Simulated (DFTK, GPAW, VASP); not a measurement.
**Nb: programs and potentials compared**

```
Nb
1.0
    -1.66395    1.66395    1.66395
     1.66395   -1.66395    1.66395
     1.66395    1.66395   -1.66395
Nb
1
Direct
  0.00000 0.00000 0.00000
```

Alike in all runs: task band structure; functional r2SCAN; k mesh 11 × 11 × 11; occupations fermi-dirac, width 0.05 eV; no spin polarisation; no spin-orbit coupling. Pressure is positive in compression and, in plane waves, holds the error of the finite cutoff.

```
                    program and potentials  plane-wave cutoff (eV)                    notes  pressure (GPa)
                      DFTK, SG15 1.2 (PBE)                    1225  potentials made for PBE           -3.43
GPAW, GPAW PAW data sets (gpaw-data 1.2.1)                     600  potentials made for PBE           -3.27
         VASP, PBE PAW files Nb_sv, 520 eV                     520  potentials made for PBE           -3.59
```

The pressure spans -3.59 (VASP, PBE PAW files Nb_sv, 520 eV) to -3.27 GPa (GPAW, GPAW PAW data sets (gpaw-data 1.2.1)).

The functional is the same throughout but for its coding, so the spread measures potentials, basis and numerics; runs on potential files found faulty are left out.
